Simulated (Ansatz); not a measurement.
# Pd(111) / 3 layers Rh(111) / Pd(111): resistance against film thickness, part 2 of 2

Aim: what a thin film of another metal adds to the resistance, first Pd(111) / 3 layers Rh(111) / Pd(111).

Ansatz 0.2.0; Ansatz plane-wave DFT, LDA, PAW files; ballistic transport by layer matching (Landauer), zero bias; PAW set soft_1.

So far. Step 4 (With 6 layers, film layers 6): The conductance of the junction is 9.8e14 S/m², 10 % over the 8.9e14 S/m² of the last finished run, no more than the error estimates, leads' steps apart, of 7.4 and 5.4 % together.

### Step 5. With 8 layers, film layers 8

The stack now holds 8 film layers; the k-mesh follows the cell, and the energies span -0.27 to 0.27 eV.

System of this step: Pd(111) / 8 layers Rh(111) / Pd(111). The cell holds 18 atoms: 10 Pd and 8 Rh. Cell: a = 2.751 Å, b = 2.751 Å, c = 39.249 Å, α = 90.0°, β = 90.0°, γ = 120.0°. It derives from Pd and Rh. Regions: lead, 10 atoms (10 Pd); films, 8 atoms (8 Rh). The structure is stacked along c, and the current runs across the ab planes.

input.yaml reads:

```yaml
crystal:
  lattice:
    - [2.7505039575, 0.0, 0.0]
    - [-1.3752519787, 2.3820063004, 0.0]
    - [0.0, 0.0, 39.2492149795]
  atoms:
    - { symbol: Pd, position: [0.0, 0.0, 0.0286091974] }
    - { symbol: Pd, position: [0.3333333333, 0.6666666667, 0.0858275922] }
    - { symbol: Pd, position: [0.6666666667, 0.3333333333, 0.1430459869] }
    - { symbol: Pd, position: [0.0, 0.0, 0.2002643817] }
    - { symbol: Rh, position: [0.3333333333, 0.6666666667, 0.2556120823] }
    - { symbol: Rh, position: [0.6666666667, 0.3333333333, 0.3090890889] }
    - { symbol: Rh, position: [0.0, 0.0, 0.3625660954] }
    - { symbol: Rh, position: [0.3333333333, 0.6666666667, 0.416043102] }
    - { symbol: Rh, position: [0.6666666667, 0.3333333333, 0.4695201085] }
    - { symbol: Rh, position: [0.0, 0.0, 0.522997115] }
    - { symbol: Rh, position: [0.3333333333, 0.6666666667, 0.5764741216] }
    - { symbol: Rh, position: [0.6666666667, 0.3333333333, 0.6299511281] }
    - { symbol: Pd, position: [0.0, 0.0, 0.6852988288] }
    - { symbol: Pd, position: [0.3333333333, 0.6666666667, 0.7425172235] }
    - { symbol: Pd, position: [0.6666666667, 0.3333333333, 0.7997356183] }
    - { symbol: Pd, position: [0.0, 0.0, 0.8569540131] }
    - { symbol: Pd, position: [0.3333333333, 0.6666666667, 0.9141724078] }
    - { symbol: Pd, position: [0.6666666667, 0.3333333333, 0.9713908026] }
kpoints:
  mp_grid: { grid: [16, 16, 1] }
hamiltonian:
  xc: lda
  pseudopotentials: { kind: paw, azcp: { folder: soft_1 }, xc_functional: pbe }
scf:
  occupations: { method: fermi_dirac, width: 0.1 }
output:
  transmission:
    leads: [[0, 1]]
    kmesh: [30, 30]
    e_range: [-0.27, 0.27]
    de: 0.036
  write_potential: true
  write_density: true
  volumetric_format: npy
```

Launch:

```
$ ansatz run input.yaml --threads 4 --pin off --max-ram 8192MiB --backend cpu --events-out ev --progress --plain --runs-dir out
```

Run time: 2.6 min. Hardware: 4 threads of Arm Neoverse V1, shared host; peak memory 1.8 GiB; 7.5 min of CPU time.

Numbers from this step:

```
free energy                                                                : -118675.5931 eV
energy at zero smearing                                                    : -118675.1066 eV
Fermi energy                                                               : 20.54 eV
step of the lead's potential                                               : 1.8 meV
ballistic conductance of the lead                                          : 1.61e15 S/m²
estimated errors of the lead's conductance                                 : 0, 3.1, 10 % (band edges, k-mesh, distance from neutral)
lead conductance per cell                                                  : 1.364 G₀
conductance of the junction                                                : 8.71e14 S/m²
junction conductance per cell                                              : 0.7364 G₀
estimated errors of the junction's conductance                             : 0.6, 1.4, 5.4, 2, 4.6 % (energy step, band edges, k-mesh, leads' steps, distance from neutral)
area resistance that the stack adds (contact term taken off, spin by spin) : 0.5283 fΩ m²
```

Per spin. The transmission, zone mean by energy, zero at the Fermi level:

```
energy (eV)  transmission, zone mean
     -0.270                     1.06
     -0.234                     1.02
     -0.198                    0.976
     -0.162                    0.959
     -0.126                    0.931
     -0.090                    0.869
     -0.054                    0.771
     -0.018                    0.735
      0.018                    0.714
      0.054                    0.693
      0.090                    0.715
      0.126                    0.643
      0.162                    0.583
      0.198                    0.546
      0.234                    0.484
      0.270                    0.451
```

The conductance of the junction is 8.7e14 S/m², 11 % under the 9.8e14 S/m² of the last finished run, no more than the error estimates, leads' steps apart, of 5.4 and 5.4 % together.

### Step 6. With 10 layers, film layers 10

The stack now holds 10 film layers; the k-mesh follows the cell, and the energies span -0.27 to 0.27 eV.

System of this step: Pd(111) / 10 layers Rh(111) / Pd(111). The cell holds 18 atoms: 8 Pd and 10 Rh. Cell: a = 2.751 Å, b = 2.751 Å, c = 38.956 Å, α = 90.0°, β = 90.0°, γ = 120.0°. It derives from Pd and Rh. Regions: lead, 8 atoms (8 Pd); films, 10 atoms (10 Rh). The structure is stacked along c, and the current runs across the ab planes.

input.yaml, the sections that differ from step 5:

```yaml
crystal:
  lattice:
    - [2.7505039575, 0.0, 0.0]
    - [-1.3752519787, 2.3820063004, 0.0]
    - [0.0, 0.0, 38.9555218774]
  atoms:
    - { symbol: Pd, position: [0.0, 0.0, 0.0288248876] }
    - { symbol: Pd, position: [0.3333333333, 0.6666666667, 0.0864746627] }
    - { symbol: Pd, position: [0.6666666667, 0.3333333333, 0.1441244379] }
    - { symbol: Pd, position: [0.0, 0.0, 0.201774213] }
    - { symbol: Rh, position: [0.3333333333, 0.6666666667, 0.2575391905] }
    - { symbol: Rh, position: [0.6666666667, 0.3333333333, 0.3114193704] }
    - { symbol: Rh, position: [0.0, 0.0, 0.3652995503] }
    - { symbol: Rh, position: [0.3333333333, 0.6666666667, 0.4191797302] }
    - { symbol: Rh, position: [0.6666666667, 0.3333333333, 0.4730599101] }
    - { symbol: Rh, position: [0.0, 0.0, 0.5269400899] }
    - { symbol: Rh, position: [0.3333333333, 0.6666666667, 0.5808202698] }
    - { symbol: Rh, position: [0.6666666667, 0.3333333333, 0.6347004497] }
    - { symbol: Rh, position: [0.0, 0.0, 0.6885806296] }
    - { symbol: Rh, position: [0.3333333333, 0.6666666667, 0.7424608095] }
    - { symbol: Pd, position: [0.6666666667, 0.3333333333, 0.798225787] }
    - { symbol: Pd, position: [0.0, 0.0, 0.8558755621] }
    - { symbol: Pd, position: [0.3333333333, 0.6666666667, 0.9135253373] }
    - { symbol: Pd, position: [0.6666666667, 0.3333333333, 0.9711751124] }
# kpoints, hamiltonian, scf, output: as in step 5
```

The job ended after 2.3 min (4 threads; peak memory 1.7 GiB).

Numbers from this step:

```yaml
free_energy: -117543.5789 eV
energy_at_zero_smearing: -117543.1108 eV
fermi_energy: 20.84 eV
step_of_the_lead_s_potential: 3.1 meV
ballistic_conductance_of_the_lead: 1.63e15 S/m²
estimated_errors_of_the_lead_s_conductance: 0, 3.1, 9.2 % (band edges, k-mesh, distance from neutral)
lead_conductance_per_cell: 1.378 G₀
conductance_of_the_junction: 9.16e14 S/m²
junction_conductance_per_cell: 0.7747 G₀
estimated_errors_of_the_junction_s_conductance: 0.6, 3.4, 4.1, 4.9, 5.3 % (energy step, band edges, k-mesh, leads' steps, distance from neutral)
area_resistance_that_the_stack_adds_contact_term_taken_off_spin_by_spin: 0.4777 fΩ m²
```

Per spin. The transmission, zone mean by energy, zero at the Fermi level:

```csv
energy (eV),"transmission, zone mean"
-0.270,1.10
-0.234,1.07
-0.198,1.08
-0.162,1.01
-0.126,0.939
-0.090,0.905
-0.054,0.859
-0.018,0.793
0.018,0.758
0.054,0.700
0.090,0.659
0.126,0.596
0.162,0.569
0.198,0.578
0.234,0.483
0.270,0.454
```

The conductance of the junction is 9.2e14 S/m², 5.2 % over the 8.7e14 S/m² of the last finished run, within the error estimates, leads' steps apart, of 5.4 and 5.3 %.

### Step 7. The ladder

Times are for 4 threads of Arm Neoverse V1, shared host. Results by setting:

| no. | film layers | area resistance that the stack adds (contact term taken off, spin by spin) (fΩ m²) | conductance of the junction (S/m²) | time | memory (GiB) |
| --- | --- | --- | --- | --- | --- |
| 1 | 3 | 0.4665 | 9.22e14 | 2.4 min | 0.99 |
| 2 | 5 | 0.5108 | 8.87e14 | 1.7 min | 1.4 |
| 3 | 6 | 0.4096 | 9.76e14 | 2.1 min | 1.3 |
| 4 | 8 | 0.5283 | 8.71e14 | 2.6 min | 1.8 |
| 5 | 10 | 0.4777 | 9.16e14 | 2.3 min | 1.7 |

### Step 8. With 5 layers

A repeat with a changed input, to see how far the result depends on it.

This step: Ansatz plane-wave DFT, LDA, PAW files; ballistic transport by layer matching (Landauer), zero bias; changed: hamiltonian.hubbard = {"sites": [{"species": "Pd", "l": "d", "u_eff": 5.0}], "double_counting": "fll"}; PAW set soft_1 (Ansatz 0.2.0).

System of this step: Pd(111) / 5 layers Rh(111) / Pd(111). The cell holds 15 atoms: 10 Pd and 5 Rh. Cell: a = 2.751 Å, b = 2.751 Å, c = 32.952 Å, α = 90.0°, β = 90.0°, γ = 120.0°. It derives from Pd and Rh. Regions: lead, 10 atoms (10 Pd); films, 5 atoms (5 Rh). The structure is stacked along c, and the current runs across the ab planes.

input.yaml reads:

```yaml
crystal:
  lattice:
    - [2.7505039575, 0.0, 0.0]
    - [-1.3752519787, 2.3820063004, 0.0]
    - [0.0, 0.0, 32.9524234013]
  atoms:
    - { symbol: Pd, position: [0.0, 0.0, 0.0340760534] }
    - { symbol: Pd, position: [0.3333333333, 0.6666666667, 0.1022281601] }
    - { symbol: Pd, position: [0.6666666667, 0.3333333333, 0.1703802669] }
    - { symbol: Pd, position: [0.0, 0.0, 0.2385323736] }
    - { symbol: Rh, position: [0.3333333333, 0.6666666667, 0.3044563202] }
    - { symbol: Rh, position: [0.6666666667, 0.3333333333, 0.3681521067] }
    - { symbol: Rh, position: [0.0, 0.0, 0.4318478933] }
    - { symbol: Rh, position: [0.3333333333, 0.6666666667, 0.4955436798] }
    - { symbol: Rh, position: [0.6666666667, 0.3333333333, 0.5592394663] }
    - { symbol: Pd, position: [0.0, 0.0, 0.6251634129] }
    - { symbol: Pd, position: [0.3333333333, 0.6666666667, 0.6933155197] }
    - { symbol: Pd, position: [0.6666666667, 0.3333333333, 0.7614676264] }
    - { symbol: Pd, position: [0.0, 0.0, 0.8296197331] }
    - { symbol: Pd, position: [0.3333333333, 0.6666666667, 0.8977718399] }
    - { symbol: Pd, position: [0.6666666667, 0.3333333333, 0.9659239466] }
kpoints:
  mp_grid: { grid: [16, 16, 1] }
hamiltonian:
  xc: lda
  hubbard: { sites: [{ species: Pd, l: d, u_eff: 5.0 }], double_counting: fll }
  pseudopotentials: { kind: paw, azcp: { folder: soft_1 }, xc_functional: pbe }
scf:
  occupations: { method: fermi_dirac, width: 0.1 }
output:
  transmission:
    leads: [[0, 1]]
    kmesh: [30, 30]
    e_range: [-0.27, 0.27]
    de: 0.036
  write_potential: true
  write_density: true
  volumetric_format: npy
```

It took 26 s on 4 threads; peak memory 1.6 GiB.

The run ended with an error after its SCF cycle had converged; no result of it is taken.

The program's message: “Error: transmission: the Hubbard projectors reach 11.4 Å along the current, further than the layers of crystal 0 that repeat its middle period. If it is a lead, lay that much of it and a period more o …”

### Step 9. Outcome

| Property | Result |
| --- | --- |
| area resistance, 3 layers | 0.466 fΩ m² |
| area resistance, 5 layers | 0.511 fΩ m² |
| area resistance, 6 layers | 0.410 fΩ m² |
| area resistance, 8 layers | 0.528 fΩ m² |
| area resistance, 10 layers | 0.478 fΩ m² |

**Reading.** The stack adds 0.47 fΩ m² with 3 layers and 0.48 fΩ m² with 10. From 5 layers on no step exceeds the two runs' error estimates together, as expected where only the two interfaces scatter; half the mean, 0.24 fΩ m², is a rough coherent figure for one interface. Atoms sit on ideal sites and aren't relaxed. The program's error estimates for the conductances, leads' steps apart, run from 5.3 to 8.1 %. Rh(111) is stretched by 2.3 % in plane to fit Pd(111), at its own atomic volume.

[Logs are printed without paths, hosts, clocks, repeated set-up lines and the standing remarks that a program may print on its own settings, such as how far it seeks lower states.]

[Hosts, paths, dates, database ids (printed as entryN), source tags and the programs' standing remarks are cut or masked in the printed files.]
